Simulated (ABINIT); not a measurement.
Crystal: SiC (Moissanite).

```
Si C
1.0
     3.07600    0.00000    0.00000
    -1.53800    2.66389    0.00000
     0.00000    0.00000    5.04800
Si C
2 2
Direct
  0.66667 0.33333 0.50000
  0.33333 0.66667 0.00000
  0.66667 0.33333 0.88500
  0.33333 0.66667 0.38500
```

```yaml
Program: ABINIT 10.8.3 (patched build)
Task: relaxation of cell and atoms
Functional: PW91
Potentials_or_basis: JTH PAW PBE v2.0
Cutoff: 626 eV
k_mesh: 10 × 10 × 5
Occupations: fermi-dirac, width 0.05 eV
Spin: no spin polarisation
```

At the start: pressure 3.1 GPa; volume 10.34 Å³/atom.

**Question.** How do energy, volume and symmetry change on relaxing?

**Answer.** Over 7 steps the energy falls by 10.0 meV/atom and the volume is 10.47 Å³/atom (+1.3 %); space group P6_3mc (No. 186, to 0.05 Å).

Step by step:
| step | energy change (eV) | largest force (eV/Å) | pressure (GPa) | volume (Å³) |
| --- | --- | --- | --- | --- |
| 1 | 0.0000 | 0.7455 | 3.07 | 41.36 |
| 2 | -0.0248 | 0.4728 | 0.80 | 41.75 |
| 3 | -0.0371 | 0.1028 | -0.65 | 42.02 |
| 4 | -0.0389 | 0.0254 | -0.48 | 41.99 |
| 5 | -0.0399 | 0.0106 | -0.04 | 41.90 |
| 6 | -0.0399 | 0.0017 | 0.01 | 41.89 |
| 7 | -0.0399 | 0.0001 | 0.00 | 41.90 |

Final structure:
```
Si C
1.0
     3.08883    0.00000    0.00000
    -1.54441    2.67500    0.00000
     0.00000    0.00000    5.07046
Si C
2 2
Direct
  0.66667 0.33333 0.50460
  0.33333 0.66667 0.00460
  0.66667 0.33333 0.88040
  0.33333 0.66667 0.38040
```

Caveat: the PAW data sets were made with another functional, which shifts forces and pressure a little.
